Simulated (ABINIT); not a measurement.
Crystal: NaCl.

```xyz
2
Lattice="3.5022 0.0000 0.0000 0.0000 3.5022 0.0000 0.0000 0.0000 3.5022" Properties=species:S:1:pos:R:3 pbc="T T T"
Cl    1.7511    1.7511    1.7511
Na    0.0000    0.0000    0.0000
```

Measurements of this composition are mostly on another form, of space group No. 225.

Base run:

| Quantity | Value |
| --- | --- |
| Program | ABINIT 10.8.3 (patched build) |
| Functional | PBE0-1/3 |
| Potentials or basis | SPMS NC PBE v1.0 |
| Cutoff | 816 eV |
| k mesh | 6 × 6 × 6 |
| Occupations | fermi-dirac, width 0.05 eV |
| Spin | no spin polarisation |

Its results: band gap on the k mesh 6.78 eV, indirect (least direct gap 7.32 eV).

**Question.** The run is repeated on the same cell with these changes: functional from PBE0-1/3 to HSE03(Libxc); occupations from fermi-dirac, width 0.05 eV to fixed. What comes out?

**Answer.** Band gap on the k mesh 5.33 eV, indirect (least direct gap 5.87 eV).

Caveats: exact exchange is summed on a coarse mesh, which widens gaps by tenths of an eV; Libxc's HSE differs a little from that of other programs (some runs).

A k mesh can miss the band edges.
